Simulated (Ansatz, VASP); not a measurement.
# B in VASP and in Ansatz

Contents of INCAR:

```
SYSTEM = B
  PREC = Accurate
  ENCUT = 520
  EDIFF = 1E-6
  ISMEAR = -1
  SIGMA = 0.1
  LREAL = .FALSE.
  LASPH = .TRUE.
  NELM = 100
  ALGO = Normal
  ISIF = 2
  LWAVE = .FALSE.
  LCHARG = .FALSE.
  GGA = PS
  NBANDS = 8
```

The input KPOINTS:

```
regular mesh
0
G
  21 21 21
  0 0 0
```

Contents of POSCAR:

```
B
1.0
   -1.1490750354      1.1490750354      1.1490750354
    1.1490750354     -1.1490750354      1.1490750354
    1.1490750354      1.1490750354     -1.1490750354
B
1
Direct
    0.0000000000      0.0000000000      0.0000000000
```

Input for Ansatz:

```yaml
crystal:
  lattice:
    - [-1.1490750354, 1.1490750354, 1.1490750354]
    - [1.1490750354, -1.1490750354, 1.1490750354]
    - [1.1490750354, 1.1490750354, -1.1490750354]
  atoms:
    - { symbol: B, position: [0.0, 0.0, 0.0] }
hamiltonian:
  xc: pbesol
  pseudopotentials:
    kind: paw
    azcp:
      B: "pseudopotentials/B.paw.azcp"
basis:
  ecutwfc: 420
  fft_grid_basis: typed
kpoints:
  mp_grid: { grid: [21, 21, 21], shift: [0, 0, 0] }
magnetization:
  spin_polarized: false
scf:
  occupations: { method: fermi_dirac, width: 0.1 }
  lower_state_search: "off"
output:
  stress: true
```

Alike in both runs: task single point; functional PBEsol; k mesh 21 × 21 × 21; occupations fermi-dirac, width 0.1 eV; no spin polarisation.

|  | VASP | Ansatz |
| --- | --- | --- |
| version | VASP 6.6.1 | Ansatz 0.2.0 |
| potentials or method | VASP PAW PBE potentials, release 64 (B) | plane waves (420 eV) with PAW, scalar-relativistic |
| plane-wave cutoff (eV) | 520 | 420 |
| valence electrons in the cell | 3 | 3 |

VASP gave:

| Property | Result |
| --- | --- |
| pressure (GPa) | 0.1 |

Estimate Ansatz's values.

pressure (GPa): -0.1.

Ansatz warned: «pseudo_functional_mismatch».

Caveats: the PAW data sets were made with another functional, which shifts forces and pressure a little (VASP).
